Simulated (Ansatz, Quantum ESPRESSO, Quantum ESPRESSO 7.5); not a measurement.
## Band edges of honeycomb ZnS, 1 layer under strain

Wanted: deformation of the bands of honeycomb ZnS, 1 layer, driven from Python.

Calculated with Quantum ESPRESSO 7.5; plane-wave DFT, PBE, GBRV ultrasoft pseudopotentials (geometry by Ansatz 0.2.0 with PAW datasets; geometry under PBE).

### Step 1. Set-up

The cell holds 2 atoms: 1 S and 1 Zn. Cell: a = 3.890 Å, b = 3.890 Å, c = 15.000 Å, α = 90.0°, β = 90.0°, γ = 120.0°. It derives from ZnS. Vacuum lies along c.

As a file:

```cif
data_structure
_symmetry_space_group_name_H-M 'P 1'
_symmetry_Int_Tables_number 1
_cell_length_a 3.8900
_cell_length_b 3.8900
_cell_length_c 15.0000
_cell_angle_alpha 90.000
_cell_angle_beta 90.000
_cell_angle_gamma 120.000
_cell_volume 196.57
loop_
_atom_site_label
_atom_site_type_symbol
_atom_site_fract_x
_atom_site_fract_y
_atom_site_fract_z
_atom_site_occupancy
S1 S 0.66667 0.33333 0.50000 1
Zn2 Zn 0.33333 0.66667 0.50000 1
```

This sheet is a model structure: its symmetry is held, and its stability is not tested here.

### Step 2. Relaxation with Ansatz

A relaxation in Ansatz fixes the structure of this slab for the runs on it.

Contents of input.yaml:

```yaml
crystal:
  lattice:
    - [3.89, 0.0, 0.0]
    - [-1.945, 3.3688388207, 0.0]
    - [0.0, 0.0, 15.0]
  atoms:
    - { symbol: S, position: [0.6666666667, 0.3333333333, 0.5] }
    - { symbol: Zn, position: [0.3333333333, 0.6666666667, 0.5] }
kpoints:
  mp_grid: { grid: [12, 12, 1] }
hamiltonian:
  xc: pbe
scf:
  occupations: { method: fermi_dirac, width: 0.05 }
  convergence: { dr2_threshold: 1.0e-08 }
efield:
  axis: 3
  dipole_correction: true
  ramp_position: 0.97
  ramp_width: 0.04
relax:
  f_tol: 0.01
  cell: { fix: [c, alpha, beta] }
output:
  write_potential: true
  write_density: true
  volumetric_format: npy
```

The run is started by

```
$ ansatz run input.yaml --threads 2 --pin off --max-ram 4096MiB --backend cpu --events-out ev --progress --plain --runs-dir out
```

Then come: running the series; running the series: PBEsol, GBRV ultrasoft; running the series, with ecutwcf = 40; A check by hand. Settings of the main run: cutoff 40 Ry, smearing, fd smearing, smearing width 0.002 Ry, SCF threshold 1.00e-9, maxstep 100, strains (-0.03, -0.015, 0, 0.015, 0.03), filled 13, k 12, k2 12, gbrv-pbe-1.5 potentials, 12×12×1 k-mesh, assume isolated esm, esm bc bc1.

What does the calculation give for the C11 + C12, heights clamped, PBE, GBRV ultrasoft; and gap on the mesh at zero strain, PBE, GBRV ultrasoft?

The sheet's biaxial stiffness comes to 90 N/m and its gap at zero strain to 2.55 eV (PBE, GBRV ultrasoft). From −3 % to +3 % the gap on the mesh goes from 2.87 to 2.12 eV; it is direct at some strains and indirect at others. The valence top bends along the series, so the script's straight-line slope describes it poorly.

```
C11 + C12, heights clamped, PBE, GBRV ultrasoft                                : 90 N/m
gap on the mesh at zero strain, PBE, GBRV ultrasoft                            : 2.55 eV
valence top below the vacuum at zero strain, PBE, GBRV ultrasoft               : 6.06 eV
shift of the conduction bottom per unit biaxial strain, PBE, GBRV ultrasoft    : -17.7 eV
C11 + C12, heights clamped, PBEsol, GBRV ultrasoft                             : 86 N/m
gap on the mesh at zero strain, PBEsol, GBRV ultrasoft                         : 2.49 eV
valence top below the vacuum at zero strain, PBEsol, GBRV ultrasoft            : 6.14 eV
shift of the conduction bottom per unit biaxial strain, PBEsol, GBRV ultrasoft : -17.7 eV
```

Zero strain is the PBE cell; under PBEsol the energy is lowest near -1.3 %, so its stiffness is taken away from its own minimum. Semilocal gaps are too small.

[Logs are printed without paths, hosts, clocks, repeated set-up lines and the standing remarks that a program may print on its own settings, such as how far it seeks lower states.]

[Hosts, paths, dates, database ids (printed as entryN), source tags and the programs' standing remarks are cut or masked in the printed files.]

[Maps of the electrostatic potential energy from Ansatz leave out the sawtooth potential of an applied field or a dipole correction, so their vacuum need not be flat; planar profiles and work functions include it.]
